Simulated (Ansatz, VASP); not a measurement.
# Two plane-wave programs on In

The input INCAR:

```
  PREC = Accurate
  ENCUT = 520
  EDIFF = 1E-6
  ISMEAR = 0
  SIGMA = 0.15
  LREAL = F
  LASPH = T
  NELM = 80
  ALGO = Fast
  ISIF = 2
  LWAVE = F
  LCHARG = T
  LELF = T
  LVHAR = T
  NBANDS = 12
```

KPOINTS

```
regular mesh
0
Gamma
  18 18 18
```

POSCAR

```
In
1.0
   -1.8825252400      1.9390009972      1.8825252400
    1.8825252400     -1.9390009972      1.8825252400
    1.8825252400      1.9390009972     -1.8825252400
In
1
Direct
    0.0000000000      0.0000000000      0.0000000000
```

Input for Ansatz:

```yaml
crystal:
  lattice:
    - [-1.88252524, 1.9390009972, 1.88252524]
    - [1.88252524, -1.9390009972, 1.88252524]
    - [1.88252524, 1.9390009972, -1.88252524]
  atoms:
    - { symbol: In, position: [0.0, 0.0, 0.0] }
basis:
  ecutwfc: 420
kpoints:
  mp_grid: { grid: [18, 18, 18] }
hamiltonian:
  xc: lda
scf:
  occupations: { method: gaussian, width: 0.15 }
output:
  forces: true
  stress: true
  eigenvalues: true
```

Change from the starting cell: strain +0.0300 x Voigt [0, 1, 0, 0, 0, 0], atoms carried along.

Alike in both runs: task single point; functional LDA; k mesh 18 × 18 × 18; occupations gaussian, width 0.15 eV; no spin polarisation.

```csv
,VASP,Ansatz
version,VASP 6.6.1,Ansatz 0.2.0
potentials or method,"VASP PAW LDA potentials, release 64 (In_d)","scalar-relativistic, plane waves, PAW"
plane-wave cutoff (eV),520,420
valence electrons in the cell,13,13
```

|  | VASP | Ansatz | Ansatz less VASP |
| --- | --- | --- | --- |
| gap on the k mesh at the Fermi level (eV) | none | none | - |
| pressure (GPa) | -3.8 | -3.8 | +0.01 |

A gap of «none» marks a metal or a gap that the smearing closes.
